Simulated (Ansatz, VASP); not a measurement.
## MgO: VASP beside Ansatz

```
CELL_PARAMETERS angstrom
2.80294 0.00000 0.00000
-1.40147 2.42742 0.00000
0.00000 0.00000 4.91223
ATOMIC_POSITIONS crystal
Mg 0.00000 0.00000 0.00000
Mg 0.00000 0.00000 0.50000
O 0.33333 0.66667 0.25000
O 0.66667 0.33333 0.75000
```

Alike in both runs: functional PBE; k mesh 11 × 11 × 6; occupations fermi-dirac, width 0.05 eV; no spin polarisation.

Ansatz relaxed the structure, and its values are those at the end. VASP's run is a single point on that final structure, the one shown.

|  | VASP | Ansatz |
| --- | --- | --- |
| version | VASP 6.6.1 | Ansatz 0.2.0 |
| potentials or method | VASP PAW PBE potentials, release 64 (Mg, O) | PAW with Ansatz's default frozen-core files, scalar-relativistic |
| plane-wave cutoff (eV) | 520 | 420 |
| valence electrons in the cell | 16 | 32 |

```tsv
	VASP	Ansatz	Ansatz less VASP
gap on the k mesh at the Fermi level (eV)	5.64	5.65	+0.011
```

The two sets of potentials don't hold the same shells in valence.

Caveats: an odd mesh through Γ misses points on the zone boundary, where band edges often lie. A hybrid or GW would open this gap; PBE tends to underestimate it.
